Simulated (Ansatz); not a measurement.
Notes on Na

```
CELL_PARAMETERS angstrom
0.00000 2.26902 2.26902
2.26902 0.00000 2.26902
2.26902 2.26902 0.00000
ATOMIC_POSITIONS crystal
Na 0.00000 0.00000 0.00000
```

Single point in Ansatz 0.2.0 with PBE, no spin polarisation. Cutoff 420 eV, PAW datasets, 10×10×10 Γ-centred k mesh, tetrahedron filling.

Q: What do density and ELF say about some of the short contacts?

A: Na–Na at 3.21 Å: least valence density 0.05 e/Å³ and ELF 0.30 there. Both are smooth PAW fields, read partly inside the augmentation spheres.

Q: What does the stress say?

A: The pressure is 8.4 GPa (compression positive), so with the atoms held at these fractions the cell would first expand.

Q: What happens at the Fermi level?

A: It is a metal, with about 0.39 states/eV a cell as the mean within 0.25 eV of the Fermi level.

Origin: a known structure type with other elements, at an estimated volume, so it need not be a known compound. Caveats: empty levels are not fully converged; forces and stress under tetrahedra may miss the slope of the energy.
